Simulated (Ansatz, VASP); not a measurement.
# BN (Qingsongite) in two plane-wave programs, part 2 of 2

One calculation is typed for both programs; each brings its own data sets and cutoff. How far apart do they land? The cell is taken from a series of VASP runs on this material, whose earlier steps may have relaxed, scaled or displaced it; both programs get it as it stands.

VASP 6.6.1 and Ansatz 0.2.0.

So far: Set-up; VASP: zone-centre phonons, LDA.

### Step 3. Ansatz: zone-centre phonons, LDA

Level of this step: Ansatz beside VASP: Kohn-Sham DFT, plane waves, LDA (Ansatz).

Ansatz runs on its default PAW (the set named soft_2) files.

The same cell, functional (in two slightly different forms) and mesh now go to Ansatz, which takes its cutoff from its data sets.

File input.yaml:

```yaml
crystal:
  lattice:
    - [0.0, 1.7916040497, 1.7916040497]
    - [1.7916040497, 0.0, 1.7916040497]
    - [1.7916040497, 1.7916040497, 0.0]
  atoms:
    - { symbol: "N", position: [0.75, 0.75, 0.75] }
    - { symbol: B, position: [0.0, 0.0, 0.0] }
hamiltonian:
  xc: lda
  pseudopotentials: { kind: paw }
kpoints:
  mp_grid: { grid: [20, 20, 20] }
scf:
  occupations: { method: fixed }
phonons:
  method: dfpt
  qpoints: [[0, 0, 0]]
  dielectric: true
  rigid_motions: translations
```

Command:

```bash
$ ansatz run input.yaml --threads 4 --pin off --max-ram 9216MiB --backend cpu --events-out ev --progress --plain --runs-dir out
```

Numbers of over 12 decimals in the logs are rounded to 6 here.

Output:

```text
Engine: ansatz 0.2.0, aarch64-unknown-linux-gnu
Pseudopotentials: kind: paw
Pseudopotential: N, paw, valence charge 5, recommended cutoff 420 eV (normal), N.paw.azcp
Pseudopotential: B, paw, valence charge 3, recommended cutoff 420 eV (normal), B.paw.azcp
Functional definition: SPW92
  exchange = slater_x
  correlation = pw_c
Crystal: 2 atoms, lattice volume = 11.502 Å³
Basis set: ecut = 420 eV, 229 PW (Γ), exchange–correlation on 36×36×36 points (8 copies of the dense FFT grid, shifted against one another)
Bands: 8, of which v1, the nominal top of the filled ones, is band 4 counted from 1 (3 counted from 0)
Symmetry: 24 space group operations
k-points: 1166 of 8000 (irreducible under 4 space group operations, time reversal used)
Non-local potential: N, projectors of the file, l = 0: 2, l = 1: 2, l = 2: 1
Non-local potential: B, projectors of the file, l = 0: 2, l = 1: 2, l = 2: 1
PAW form: soft (Blöchl's): semilocal exchange-correlation on the pseudo side does not see the compensation charge
PAW frozen core: N, regenerated for the run's functional, and the local potential with it (the file was generated under x = pbe(κ = 0.804, μ = 0.219515), c = pbe(β = 0.066725))
PAW frozen core: B, regenerated for the run's functional, and the local potential with it (the file was generated under x = pbe(κ = 0.804, μ = 0.219515), c = pbe(β = 0.066725))
PAW one-centre angular grid: N, 110 points (default); XC on 64 Gauss nodes
PAW one-centre angular grid: B, 110 points (default); XC on 64 Gauss nodes
Initial density: superposition of atomic densities (neutral atoms: chi_scale 0, normalization atom), corrected by the library's trained network
Initial wavefunctions: pseudopotential atomic-orbital guess
Functional: x = slater, c = lda
SCF iter   1: F=—  HF=-526.470283 eV  |F-HF|=—  |Δ(HF+E_count)|=         —  Δρ=7.87e-3  dr2=5.21e-3  ethr=1.77e-3  ⟨swp⟩=3.9  Hψ=52930  notcnv=0  defer=1953
preconditioner: auto → none  [insulator: Δε(μ)=4.328 eV  Ē_g=20.196 eV  n_scr=0 (ndim 8)  ℏωp=31.0 eV  f_vac=0.000  ε∞_Penn≈3.4]
SCF iter   2: F=—  HF=-526.468806 eV  |F-HF|=—  |Δ(HF+E_count)|=   1.48e-3  Δρ=3.28e-3  dr2=4.52e-4  ethr=6.52e-5  ⟨swp⟩=2.1  Hψ=21320  notcnv=0  defer=2299
SCF iter   3: F=—  HF=-526.468665 eV  |F-HF|=—  |Δ(HF+E_count)|=   1.41e-4  Δρ=1.39e-3  dr2=7.20e-5  ethr=5.65e-6  ⟨swp⟩=2.9  Hψ=16008  notcnv=0  defer=2302
SCF iter   4: F=—  HF=-526.468644 eV  |F-HF|=—  |Δ(HF+E_count)|=   2.14e-5  Δρ=3.01e-4  dr2=3.30e-6  ethr=9.00e-7  ⟨swp⟩=1.0  Hψ=9328  notcnv=0
SCF iter   5: F=—  HF=-526.468643 eV  |F-HF|=—  |Δ(HF+E_count)|=   8.41e-7  Δρ=2.87e-5  dr2=3.41e-8  ethr=4.12e-8  ⟨swp⟩=1.1  Hψ=9699  notcnv=0
SCF iter   6: F=—  HF=-526.468643 eV  |F-HF|=—  |Δ(HF+E_count)|=   2.18e-7  Δρ=1.75e-6  dr2=8.34e-11  ethr=1.25e-12  ⟨swp⟩=5.3  Hψ=47512  notcnv=0
SCF iter   7: F=-526.468643 eV  HF=-526.468643 eV  |F-HF|=5.68e-13  |Δ(HF+E_count)|=  1.84e-11  Δρ=1.39e-7  dr2=8.23e-13  ethr=1.04e-12  ⟨swp⟩=4.0  Hψ=36673  notcnv=0
SCF 1 converged in 7 iterations: F = -526.468643 eV  dr2 = 8.23e-13
  greatest PAW one-centre occupation: 0.782 electrons in one spin orbital (limit 2), on the N atom at site 0 (counted from 0), in its partial waves of l = 0
NSCF: frozen V_eff on 1 k-points
DFPT response loops at Γ: preconditioner auto → none (the input reference at scf.mixing.eps_inf says where Resta's filter doesn't serve); β = 0.50; Broyden in place of MSR1
SCF converged after 7 iterations
Free energy (F): -526.468643 eV
Harris-Foulkes:  -526.468643 eV  (|F-HF|=5.68e-13)
Internal energy: -526.468643 eV  (E = F + TS)
E sigma→0 (E₀):  -526.468643 eV
Fermi energy:    11.356386 eV
--- Per-component energies (eV) ---
  E_band       = 27.168919
  E_kinetic    = 186.734870
  E_local      = -173.973129  (includes V_loc(G=0)·N_el)
  E_nonlocal   = 58.754806
  E_hartree    = 47.925430
  E_xc         = -92.954002
  E_vxc        = -116.055491  (∫ρ·V_xc dr)
  E_paw        = -191.518189  (= ΣΔE_a)
  E_vpaw       = -24.143093  (= ΣTr[D̂ρ^β])
  E_aug_tail   = 0.000098  (compensation charges beyond the density's cutoff)
  E_ewald      = -361.564406
  E_core_change = 0.125878  (= ΣΔE_core)
  E_smearing   = -0.000000  (= −TS)
  E_closure    = -0.000000  (closes the sum)
  Σ components = -526.468643   (vs F -526.468643, Δ=0.00e0)
--- Band table (eV; the first three rows and the last of 1166) ---
  k-point 0: bands = ["-9.0245", "11.3564", "11.3564", "11.3564", "20.1755", "20.1755", "20.1755", "22.1959"]
  k-point 1: bands = ["-8.9620", "11.0048", "11.2842", "11.2842", "20.2811", "20.2811", "20.2844", "22.3872"]
  k-point 2: bands = ["-8.7753", "10.0721", "11.0907", "11.0907", "20.5217", "20.5698", "20.5698", "22.9265"]
  k-point 1165: bands = ["-2.8495", "3.7344", "4.1283", "4.6057", "20.9104", "24.8913", "25.7739", "26.4270"]
--- Phonons (Γ-DFPT): 2 representative perturbations + reference, on 1166 of 8000 k-points (Σ response iterations 6) ---
  k mesh reduced under 4 symmetry operations, with k and −k counted as one. Each operation leaves every solved perturbation unchanged. A smaller set is not considered because the run solves the response to a homogeneous field
  ASR residual: 6.060e-5 → 0.000e0 eV/Å²; symmetrization residual: 3.807e-7 eV/Å²
  ASR residual per site (eV/Å²): 2.05e-5 6.06e-5
  Γ frequencies (cm⁻¹): 0.00 0.00 0.00 1065.03 1065.03 1065.03
  ε∞ (high-frequency dielectric tensor):
        4.567962     0.000000     0.000000
       -0.000000     4.567962     0.000000
        0.000000     0.000000     4.567962
  ε⁰ (static dielectric tensor: ions relaxed, cell fixed):
        6.750967     0.000000     0.000000
       -0.000000     6.750967    -0.000000
        0.000000    -0.000000     6.750967
  ε⁰ − ε∞ (ionic part):
        2.183005    -0.000000     0.000000
       -0.000000     2.183005    -0.000000
        0.000000    -0.000000     2.183005
  softest optical mode at Γ: 1065.03 cm⁻¹; the repairs (sum rule, projections) moved no ω² at Γ by more than (1.26 cm⁻¹)²
  Born effective charges Z* (e; rows j = field, columns β = displacement):
    site 0:
        -1.87917    0.00000   -0.00000
        -0.00000   -1.87917   -0.00000
        -0.00000    0.00000   -1.87917
    site 1:
         1.87917   -0.00000    0.00000
         0.00000    1.87917    0.00000
         0.00000   -0.00000    1.87917
  Z* charge neutrality: 1.887e-6 e pre-enforcement
  k-mesh period / interband length: 50.7 Å / 1.30 Å = 38.92 at k = (0.0000, -0.5000, -0.5000), direct gap 9.449 eV — 14 or more, which is no proof of convergence
  optical modes at Γ without the LO–TO term, one row a degenerate level:
      ω (cm⁻¹)  modes    IR ((D/Å)²/amu)
       1065.03      3            40.0585
  optical modes at Γ + LO–TO along q̂ = [1.0000, 0.0000, 0.0000]:
      ω (cm⁻¹)  modes    IR ((D/Å)²/amu)
       1065.03      2            26.7057
       1294.74      1            13.3528
  optical modes at Γ + LO–TO along q̂ = [0.0000, 1.0000, 0.0000]:
      ω (cm⁻¹)  modes    IR ((D/Å)²/amu)
       1065.03      2            26.7057
       1294.74      1            13.3528
  optical modes at Γ + LO–TO along q̂ = [0.0000, 0.0000, 1.0000]:
      ω (cm⁻¹)  modes    IR ((D/Å)²/amu)
       1065.03      2            26.7057
       1294.74      1            13.3528
--- Phonons (arbitrary-q DFPT): 1 explicit q-point ---
  q = [0, 0, 0] (of the zone-centre solve; hermiticity 2.99e-8, symmetrization 1.26e-15): -0.00 0.00 0.00 1065.03 1065.03 1065.03
  sum rule: each row above includes the acoustic sum rule's correction from the zone centre's row sums; it moved no ω² by more than (1.23 cm⁻¹)²
```

Elapsed: 15 s, on 4 threads of Arm Neoverse V1, shared host; peak memory 0.65 GiB; 54 s of CPU time.

In the SCF lines HF is the Harris–Foulkes energy and dr2 the Hartree energy of the density residual, in eV; the loop may stop once dr2 is under the threshold and the program's other checks hold. Hψ counts applications of the Hamiltonian.

### Step 4. Differences

Known differences besides the potentials themselves: the two LDA forms differ slightly; the cutoff is 420 eV in Ansatz and 560 eV in VASP; VASP's log shows a relativistic correction to its local exchange, Ansatz's none. Total energies have different zeros and are not compared.

Both answers:

| quantity | Ansatz | VASP | difference |
| --- | --- | --- | --- |
| ε∞ xx | 4.57 | 4.57 | +0.05 % |
| ε∞ yy | 4.57 | 4.57 | +0.05 % |
| ε∞ zz | 4.57 | 4.57 | +0.05 % |
| Born charge of N1 (mean of the diagonal) (e) | -1.88 | -1.87 | -0.01 |
| Born charge of B2 (mean of the diagonal) (e) | 1.88 | 1.87 | +0.01 |
| optical mode 1 to 3 (cm⁻¹) | 1065.0 | 1067.6 | -0.24 % |

Modes are paired by rising frequency and degeneracy, not by their patterns, so a pair may still set unlike modes beside each other.

### Step 5. What came out

- r.m.s. difference of the optical zone-centre modes, each program's sorted by frequency (zone-centre phonons, LDA): 2.5 cm⁻¹

The r.m.s. difference of the optical zone-centre modes, each program's sorted by frequency is 2.5 cm⁻¹ (zone-centre phonons, LDA). Such differences can come from data sets, numerical settings and the points named under the comparisons, not from the functional's error against experiment.

[Lines on the potential files, build, host, timing and source positions are cut from VASP's logs without a mark.]

[Logs are printed without paths, hosts, clocks, repeated set-up lines and the standing remarks that a program may print on its own settings, such as how far it seeks lower states.]

[Hosts, paths, dates, database ids (printed as entryN), source tags and the programs' standing remarks are cut or masked in the printed files.]
